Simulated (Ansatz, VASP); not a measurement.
One calculation of Fe, 3 ways

The starting cell:

```
Fe
1.0
    -1.44300    1.44300    1.44300
     1.44300   -1.44300    1.44300
     1.44300    1.44300   -1.44300
Fe
1
Direct
  0.00000 0.00000 0.00000
```

Alike in all runs: task relaxation of cell and atoms; functional RPBE; k mesh 13 × 13 × 13; occupations fermi-dirac, width 0.05 eV; collinear spin, ferromagnetic start; no spin-orbit coupling.

```json
{"program and potentials": "Ansatz, Ansatz PAW", "plane-wave cutoff (eV)": "420", "notes": "potentials made for PBE, which Ansatz adapts in part; 16 valence electrons an atom on average", "equilibrium volume (Å³/atom)": "11.69"}
{"program and potentials": "VASP, PBE PAW files Fe, 600 eV", "plane-wave cutoff (eV)": "600", "notes": "potentials made for PBE; 8 valence electrons an atom on average", "equilibrium volume (Å³/atom)": "11.72"}
{"program and potentials": "Ansatz, all-electron LAPW, scalar-relativistic", "plane-wave cutoff (eV)": "-", "notes": "-", "equilibrium volume (Å³/atom)": "11.68"}
```

The equilibrium volume spans 11.68 (Ansatz, all-electron LAPW, scalar-relativistic) to 11.72 Å³/atom (VASP, PBE PAW files Fe, 600 eV), with all-electron results at 11.68. Some sets were made for another functional than the one run, which can shift their rows. The state is the one that the start led to, which needn't be the lowest. Relaxations stop with a little pressure left, so the last digit of a volume isn't settled.

Differences between rows come from potentials, basis sets and numerical settings, since the functional is the same but for its coding. Runs on potential files found faulty are left out.
